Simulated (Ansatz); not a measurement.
# Ta2N (P-3m1) in Ansatz: further runs

One crystal, Ta2N, is run at these levels: PBEsol; tasks: band structure.

Everything below comes from runs of Ansatz 0.2.0. Logs are shortened: lines on timing, memory, paths and dates and some standing lists are left out, and cuts for length are marked.

**1. The cell of the first run**

The structure is trigonal, space group P-3m1 (No. 164). Conventional cell: a = 3.113 Å, b = 3.113 Å, c = 4.870 Å, α = 90.00°, β = 90.00°, γ = 120.00°. Ta (site symmetry 3m) is surrounded by 3 N at 2.18 Å. N (site symmetry -3m) has 6 Ta at 2.18 Å as nearest neighbours.

The cell comes from a database or a generator and needn't be the stable form of this composition.

**2. Band structure, PBEsol (strain_xy = 0)**

Input file input.yaml:

```yaml
crystal:
  lattice:
    - [3.112861506, 0.0, 0.0]
    - [-1.556430753, 2.6958171426, 0.0]
    - [0.0, 0.0, 4.869841]
  atoms:
    - { symbol: Ta, position: [0.3333333333, 0.6666666667, 0.254711] }
    - { symbol: Ta, position: [0.6666666667, 0.3333333333, 0.745289] }
    - { symbol: "N", position: [0.0, 0.0, 0.0] }
kpoints:
  mp_grid: { grid: [10, 10, 6] }
  band_path:
    path:
      - [0.0, 0.0, 0.0]
      - [0.5, 0.0, 0.0]
      - [0.3333333333, 0.3333333333, 0.0]
      - [0.0, 0.0, 0.0]
      - [0.0, 0.0, 0.5]
      - [0.5, 0.0, 0.5]
      - [0.3333333333, 0.3333333333, 0.5]
      - [0.0, 0.0, 0.5]
    npoints: 6
scf:
  occupations: { method: fermi_dirac, width: 0.05 }
hamiltonian:
  xc: pbesol
  pseudopotentials: { kind: all_electron, lapw: { basis_error: 0.002 } }
output:
  forces: true
  stress: true
  eigenvalues: true
```

Potentials or basis: all-electron LAPW, scalar-relativistic.

Command:

```sh
ansatz run input.yaml --threads 2 --pin off --max-ram 8192MiB --backend cpu --events-out ev --progress --plain --runs-dir out
```

Log:

```text
Warning: RAYON_NUM_THREADS=2 ignored (pool sized by the plan → 2); use --threads N
LAPW: plane waves up to 9.401 Å⁻¹, error target 2.0e-3 eV per atom; small_component_spin mean_spin; N in spheres of 0.922 Å, 7 of its electrons in bands, Dirac shells []; Ta in spheres of 1.262 Å, 43 of its electrons in bands, Dirac shells [] (how accurate: hamiltonian.pseudopotentials.lapw.basis_error, Limitations)
Engine: ansatz 0.2.0, x86_64-unknown-linux-gnu
Pseudopotentials: kind: all_electron
Pseudopotential: Ta, LAPW, valence charge 43, lapw/all_electron/scalar/gaussian/Ta, Koelling and Harmon's equation, gaussian nucleus
Pseudopotential: N, LAPW, valence charge 7, lapw/all_electron/scalar/gaussian/N, Koelling and Harmon's equation, gaussian nucleus
Functional definition: PBEsol
  exchange = pbesol_x
  correlation = pbesol_c
Crystal: 3 atoms, lattice volume = 40.866 Å³
Basis set: ecut = 336.6973935365098 eV, 579 PW (Γ), exchange–correlation at level 2
Bands: 56, of which v1, the nominal top of the filled ones, is band 47 counted from 1 (46 counted from 0)
Symmetry: 12 space group operations
Space group: P-3m1 (ITA 164), of the structure as read, at distance tolerance 3.4e-5 Å
k-points: 72 of 600
Non-local potential: Ta, projectors of the file, none
Non-local potential: N, projectors of the file, none
Initial density: superposition of atomic densities (chi_scale 0.1, normalization cell, long waves kept (reshape's long-wave potential 0.08 eV rms))
Initial wavefunctions: plane waves of lowest kinetic energy (no species holds an atomic orbital)
Functional: x = pbesol(κ = 0.804, μ = 0.12345679012345678), c = pbesol(β = 0.046)
iter 1 solved again at ethr=4.30e-3 eV; its pass at ethr=1.00e-1 eV (dr2=4.00e0 eV) is discarded
SCF iter   1: F=—  HF=-850375.736100 eV  |F-HF|=—  |Δ(HF+E_count)|=         —  Δρ=8.94e-2  dr2=4.00e0  ethr=4.30e-3  ⟨swp⟩=2.0  Hψ=24979  notcnv=0
preconditioner: auto → Kerker (q_TF=auto, 3.129 Å⁻¹)  [metal: Δε(μ)=0.018 eV  Ē_g=23.512 eV  σ=0.050 eV  W_gap=0.09  n_scr=22 (ndim 8)  ℏωp=43.1 eV  f_vac=0.000  D(μ)=1.76/eV (n_scr^D=22)]
iter 2 solved again at ethr=2.91e-4 eV; its pass at ethr=4.30e-3 eV (dr2=2.70e-1 eV) is discarded
SCF iter   2: F=—  HF=-850374.257465 eV  |F-HF|=—  |Δ(HF+E_count)|=    1.48e0  Δρ=2.44e-2  dr2=2.70e-1  ethr=2.91e-4  ⟨swp⟩=2.0  Hψ=20118  notcnv=0
SCF iter   3: F=—  HF=-850374.195229 eV  |F-HF|=—  |Δ(HF+E_count)|=   6.22e-2  Δρ=2.49e-2  dr2=3.15e-1  ethr=2.91e-4  ⟨swp⟩=2.0  Hψ=12655  notcnv=0
SCF iter   4: F=—  HF=-850374.179669 eV  |F-HF|=—  |Δ(HF+E_count)|=         —  Δρ=9.33e-3  dr2=4.64e-2  ethr=2.91e-4  ⟨swp⟩=2.0  Hψ=11480  notcnv=0
the basis was enlarged: its passes take 146.5 KiB over the memory plan, 2 of 2 planned eigensolver slots
SCF iter   5: F=—  HF=-850374.131989 eV  |F-HF|=—  |Δ(HF+E_count)|=   4.77e-2  Δρ=3.64e-3  dr2=6.57e-3  ethr=4.99e-5  ⟨swp⟩=2.0  Hψ=12103  notcnv=0
SCF iter   6: F=—  HF=-850374.132269 eV  |F-HF|=—  |Δ(HF+E_count)|=   2.80e-4  Δρ=1.42e-3  dr2=1.02e-3  ethr=7.06e-6  ⟨swp⟩=2.0  Hψ=12089  notcnv=0
SCF iter   7: F=—  HF=-850374.132219 eV  |F-HF|=—  |Δ(HF+E_count)|=   5.07e-5  Δρ=4.74e-4  dr2=1.07e-4  ethr=1.09e-6  ⟨swp⟩=2.0  Hψ=12089  notcnv=0
SCF iter   8: F=—  HF=-850374.132193 eV  |F-HF|=—  |Δ(HF+E_count)|=   2.53e-5  Δρ=9.51e-5  dr2=5.58e-6  ethr=1.15e-7  ⟨swp⟩=2.0  Hψ=12089  notcnv=0
SCF iter   9: F=—  HF=-850374.132192 eV  |F-HF|=—  |Δ(HF+E_count)|=   8.27e-7  Δρ=5.49e-5  dr2=1.72e-6  ethr=6.00e-9  ⟨swp⟩=2.0  Hψ=12089  notcnv=0
SCF iter  10: F=—  HF=-850374.132192 eV  |F-HF|=—  |Δ(HF+E_count)|=   1.75e-7  Δρ=1.52e-5  dr2=1.04e-7  ethr=1.85e-9  ⟨swp⟩=2.2  Hψ=12109  notcnv=0
SCF iter  11: F=-850374.132192 eV  HF=-850374.132192 eV  |F-HF|=1.49e-8  |Δ(HF+E_count)|=   3.46e-7  Δρ=5.06e-6  dr2=9.99e-9  ethr=1.12e-10  ⟨swp⟩=2.0  Hψ=12089  notcnv=0
SCF 1 converged in 11 iterations: F = -850374.132192 eV  dr2 = 9.99e-9
NSCF: frozen V_eff on 43 k-points
SCF converged after 11 iterations
Free energy (F): -850374.132192 eV
Harris-Foulkes:  -850374.132192 eV  (|F-HF|=1.49e-8)
Internal energy: -850374.118505 eV  (E = F + TS)
E sigma→0 (E₀):  -850374.125349 eV
Entropy (-TS):   -0.013687 eV (-4.562 meV/atom)
Fermi energy:    24.877437 eV
--- Per-component energies (eV) ---
  E_band       = -8886.424013
  E_kinetic    = 948981.709446
  E_xc         = -17175.256720
  E_electrostatic = -1782180.571231  (all electrons and nuclei)
  E_smearing   = -0.013687  (= −TS)
  E_closure    = 0.000000  (closes the sum)
  E_atoms      = -850341.811161  (free atoms, spherical and without spin; not in F)
  Σ components = -850374.132192   (vs F -850374.132192, Δ=0.00e0)
  Basis errors (estimates in eV, not in F): energy 7.2e-4 per atom: plane waves 6.6e-4 (3.7e-4 summed), levels above the bands 4.2e-88, relativity 6.3e-8, radial functions 6.2e-5, core shells 6.5e-7; eigenvalues (radial functions only) 8.4e-6; not estimated: angular momenta, meshes, grids; target (lapw.basis_error) 2.0e-3; muffin-tin radii N 0.922 Å, Ta 1.262 Å
--- Forces (eV/Å), atoms counted from 1 ---
  atom   1  Ta     0.00000000     0.00000000    -0.29550695
  atom   2  Ta     0.00000000    -0.00000000     0.29550695
  atom   3  N      0.00000000    -0.00000000     0.00000000
  max |Σ_I F_I| component: 3.70e-17 eV/Å
--- Stress (GPa, compression-positive) ---
       -9.298942       0.000000       0.000000
       -0.000000      -9.298942      -0.000000
        0.000000      -0.000000      -8.607690
  P = ⅓ Tr σ = -9.0685 GPa (-90.685 kbar)
--- Band table (eV; the first three rows and the last of 72) ---
  k-point 0: bands = ["-370.5909", "-370.5909", "-370.5909", "-370.5909", "-370.5819", "-370.5819", "-352.2313", "-192.3699", "-192.3699", "-192.3699", "-192.3699", "-192.3656", "-192.3656", "-192.3656", "-192.3656", "-192.3560", "-192.3560", "-43.6737", "-43.5965", "-10.7171", "-9.9934", "-9.9934", "-9.8669", "-9.8669", "-9.7516", "4.5015", "4.5280", "4.5414", "4.5414", "4.5496", "4.5573", "4.5573", "4.5651", "4.5651", "4.5718", "4.5798", "4.5825", "4.5885", "4.5885", "7.5898", "16.4954", "18.8679", "18.8679", "19.9516", "24.2132", "24.6366", "24.6366", "25.1435", "25.1435", "25.1810", "26.0393", "26.0393", "29.7898", "31.6189", "31.6189", "34.7369"]
  k-point 1: bands = ["-370.5909", "-370.5909", "-370.5909", "-370.5909", "-370.5819", "-370.5819", "-352.2313", "-192.3699", "-192.3699", "-192.3699", "-192.3699", "-192.3656", "-192.3656", "-192.3656", "-192.3656", "-192.3560", "-192.3560", "-43.6686", "-43.6017", "-10.6571", "-9.9853", "-9.9853", "-9.8752", "-9.8752", "-9.8210", "4.4985", "4.5292", "4.5382", "4.5382", "4.5516", "4.5546", "4.5546", "4.5698", "4.5698", "4.5717", "4.5800", "4.5823", "4.5901", "4.5901", "7.6454", "16.3202", "18.8203", "18.8203", "20.3032", "23.7283", "24.3409", "24.3409", "25.4074", "25.4074", "25.6999", "26.5265", "26.5265", "28.8461", "30.9999", "30.9999", "35.6122"]
  k-point 2: bands = ["-370.5909", "-370.5909", "-370.5909", "-370.5909", "-370.5819", "-370.5819", "-352.2313", "-192.3699", "-192.3699", "-192.3699", "-192.3699", "-192.3656", "-192.3656", "-192.3656", "-192.3656", "-192.3560", "-192.3560", "-43.6546", "-43.6158", "-10.4909", "-10.0058", "-9.9633", "-9.9633", "-9.8973", "-9.8973", "4.4938", "4.5298", "4.5344", "4.5344", "4.5486", "4.5486", "4.5574", "4.5701", "4.5794", "4.5794", "4.5805", "4.5818", "4.5909", "4.5909", "7.7592", "16.0098", "18.7309", "18.7309", "21.1484", "23.0068", "23.9180", "23.9180", "26.2885", "26.2885", "26.3516", "27.2232", "27.2232", "27.4350", "29.6252", "29.6252", "35.4672"]
  k-point 71: bands = ["-370.5909", "-370.5909", "-370.5909", "-370.5909", "-370.5819", "-370.5819", "-352.2313", "-192.3699", "-192.3699", "-192.3699", "-192.3699", "-192.3656", "-192.3656", "-192.3656", "-192.3656", "-192.3560", "-192.3560", "-43.5961", "-43.5954", "-10.5405", "-10.5231", "-10.3513", "-10.3155", "-9.9216", "-9.9202", "4.5209", "4.5408", "4.5416", "4.5549", "4.5593", "4.5601", "4.5622", "4.5626", "4.5640", "4.5668", "4.5682", "4.5702", "4.5805", "4.5809", "8.5231", "17.1187", "17.4270", "18.5049", "22.4732", "22.8672", "22.9870", "25.0990", "25.2563", "26.5354", "28.5210", "29.1289", "30.1371", "30.3857", "32.0794", "32.4829", "34.9746"]
```

It took 30 s on 2 threads of AMD EPYC 7R43 (Zen 3), shared host; peak memory 0.61 GiB.

Results:

```yaml
Free_energy: -850374.1322 eV
Pressure: -9.1 GPa
Largest_force: 0.296 eV/Å
Band_gap_along_the_path: none (metal or under the smearing width)
```

Forces in eV/Å, atoms in the order of the input:
```
Ta   0.000  0.000 -0.296
Ta   0.000  0.000  0.296
N    0.000  0.000  0.000
```

Levels at the corners of the path, in eV from the Fermi level:
```csv
point,band 43,band 44,band 45,band 46,band 47,band 48,band 49,band 50,band 51,band 52
Γ,-6.01,-4.93,-0.66,-0.24,-0.24,0.27,0.27,0.30,1.16,1.16
M,-6.33,-4.53,-2.59,-1.35,1.77,1.89,3.70,3.98,4.21,4.24
K,-6.18,-3.34,-2.70,-2.70,1.27,1.27,2.94,3.44,3.44,3.75
Γ,-6.01,-4.93,-0.66,-0.24,-0.24,0.27,0.27,0.30,1.16,1.16
A,-6.19,-2.85,-2.62,-1.12,-1.12,1.79,1.90,2.27,2.27,2.63
L,-6.06,-3.28,-2.13,-2.10,-0.25,0.72,3.28,3.52,4.00,4.41
H,-6.35,-2.43,-1.90,-1.90,0.62,0.77,0.77,3.98,3.98,5.48
A,-6.19,-2.85,-2.62,-1.12,-1.12,1.79,1.90,2.27,2.27,2.63
```

Caveat: spin-orbit coupling is left out, which moves the levels of the heavy elements.

**3. Band structure, PBEsol, 12.55 Å³/atom (strain_xy = -0.04)**

Edit input.yaml of step 2 so:

```diff
@@ -2,4 +2,4 @@
   lattice:
-    - [3.112861506, 0.0, 0.0]
-    - [-1.556430753, 2.6958171426, 0.0]
+    - [2.9883470458, 0.0, 0.0]
+    - [-1.4941735229, 2.5879844569, 0.0]
     - [0.0, 0.0, 4.869841]
```

Potentials or basis: all-electron LAPW, scalar-relativistic.

Command:

```sh
ansatz run input.yaml --threads 2 --pin off --max-ram 8192MiB --backend cpu --events-out ev --progress --plain --runs-dir out
```

Log:

```text
Warning: RAYON_NUM_THREADS=2 ignored (pool sized by the plan → 2); use --threads N
LAPW: plane waves up to 9.698 Å⁻¹, error target 2.0e-3 eV per atom; small_component_spin mean_spin; N in spheres of 0.892 Å, 7 of its electrons in bands, Dirac shells []; Ta in spheres of 1.233 Å, 43 of its electrons in bands, Dirac shells [] (how accurate: hamiltonian.pseudopotentials.lapw.basis_error, Limitations)
Engine: ansatz 0.2.0, x86_64-unknown-linux-gnu
Pseudopotentials: kind: all_electron
Pseudopotential: Ta, LAPW, valence charge 43, lapw/all_electron/scalar/gaussian/Ta, Koelling and Harmon's equation, gaussian nucleus
[... 58 lines left out ...]
  P = ⅓ Tr σ = 16.4528 GPa (164.528 kbar)
--- Band table (eV; the first three rows and the last of 72) ---
  k-point 0: bands = ["-368.0778", "-368.0778", "-368.0778", "-368.0778", "-368.0735", "-368.0735", "-349.9052", "-189.8570", "-189.8570", "-189.8570", "-189.8570", "-189.8548", "-189.8548", "-189.8548", "-189.8548", "-189.8440", "-189.8440", "-41.2449", "-41.1493", "-8.5115", "-7.4775", "-7.4775", "-7.3476", "-7.3476", "-7.3193", "6.9723", "7.0165", "7.0313", "7.0313", "7.0411", "7.0539", "7.0539", "7.0644", "7.0644", "7.0659", "7.0920", "7.0920", "7.0980", "7.1005", "9.4050", "18.1575", "20.8780", "20.8780", "22.1591", "25.9920", "26.8539", "26.8539", "27.3950", "27.7433", "27.7433", "28.4250", "28.4250", "32.4866", "34.4263", "34.4263", "37.4447"]
  k-point 1: bands = ["-368.0778", "-368.0778", "-368.0778", "-368.0778", "-368.0735", "-368.0735", "-349.9052", "-189.8570", "-189.8570", "-189.8570", "-189.8570", "-189.8548", "-189.8548", "-189.8548", "-189.8548", "-189.8440", "-189.8440", "-41.2386", "-41.1558", "-8.4388", "-7.4692", "-7.4692", "-7.4056", "-7.3561", "-7.3561", "6.9686", "7.0193", "7.0282", "7.0282", "7.0425", "7.0507", "7.0507", "7.0662", "7.0695", "7.0695", "7.0936", "7.0936", "7.0982", "7.1003", "9.4728", "18.0040", "20.8318", "20.8318", "22.4485", "25.5590", "26.5998", "26.5998", "27.8726", "27.9869", "27.9869", "28.8905", "28.8905", "31.5945", "33.7912", "33.7912", "38.4035"]
  k-point 2: bands = ["-368.0778", "-368.0778", "-368.0778", "-368.0778", "-368.0735", "-368.0735", "-349.9052", "-189.8570", "-189.8570", "-189.8570", "-189.8570", "-189.8548", "-189.8548", "-189.8548", "-189.8548", "-189.8440", "-189.8440", "-41.2213", "-41.1733", "-8.2374", "-7.6341", "-7.4468", "-7.4468", "-7.3786", "-7.3786", "6.9629", "7.0217", "7.0241", "7.0241", "7.0440", "7.0440", "7.0481", "7.0653", "7.0804", "7.0804", "7.0944", "7.0944", "7.0986", "7.0999", "9.6120", "17.7174", "20.7443", "20.7443", "23.1495", "24.8677", "26.2143", "26.2143", "28.5514", "28.8461", "28.8461", "29.5652", "29.5652", "30.2665", "32.3912", "32.3912", "38.0647"]
  k-point 71: bands = ["-368.0778", "-368.0778", "-368.0778", "-368.0778", "-368.0735", "-368.0735", "-349.9052", "-189.8570", "-189.8570", "-189.8570", "-189.8570", "-189.8548", "-189.8548", "-189.8548", "-189.8548", "-189.8440", "-189.8440", "-41.1285", "-41.1278", "-8.2663", "-8.2337", "-8.0383", "-7.9875", "-7.5097", "-7.5092", "6.9880", "7.0391", "7.0401", "7.0509", "7.0568", "7.0577", "7.0587", "7.0599", "7.0619", "7.0669", "7.0757", "7.0782", "7.0814", "7.0835", "10.4547", "18.8816", "19.2001", "20.3371", "24.4587", "25.1210", "25.2120", "27.3111", "27.7063", "29.1269", "31.2484", "31.9717", "33.2946", "33.4092", "35.1132", "35.5784", "38.4689"]
```

bands.tsv:

```text
[... 57 lines left out ...]
```

It took 28 s on 2 threads of AMD EPYC 7R43 (Zen 3), shared host; peak memory 0.62 GiB.

Results:

```yaml
Free_energy: -850374.0543 eV
Pressure: 16.5 GPa
Largest_force: 0.537 eV/Å
Band_gap_along_the_path: none (metal or under the smearing width)
```

Caveat: spin-orbit coupling is left out, which moves the levels of the heavy elements.

**4. Band structure, PBEsol, 13.08 Å³/atom (strain_xy = -0.02)**

Edit input.yaml of step 3 so:

```diff
@@ -2,4 +2,4 @@
   lattice:
-    - [2.9883470458, 0.0, 0.0]
-    - [-1.4941735229, 2.5879844569, 0.0]
+    - [3.0506042759, 0.0, 0.0]
+    - [-1.5253021379, 2.6419007997, 0.0]
     - [0.0, 0.0, 4.869841]
```

Command:

```sh
ansatz run input.yaml --threads 2 --pin off --max-ram 8192MiB --backend cpu --events-out ev --progress --plain --runs-dir out
```

Run time: 32 s. Hardware: 2 threads of AMD EPYC 7R43 (Zen 3), shared host; peak memory 0.62 GiB.

Results (log left out):

* Free energy: -850374.1646 eV
* Pressure: 2.4 GPa
* Largest force: 0.083 eV/Å
* Band gap along the path: none (metal or under the smearing width)

Caveat: spin-orbit coupling is left out, which moves the levels of the heavy elements.
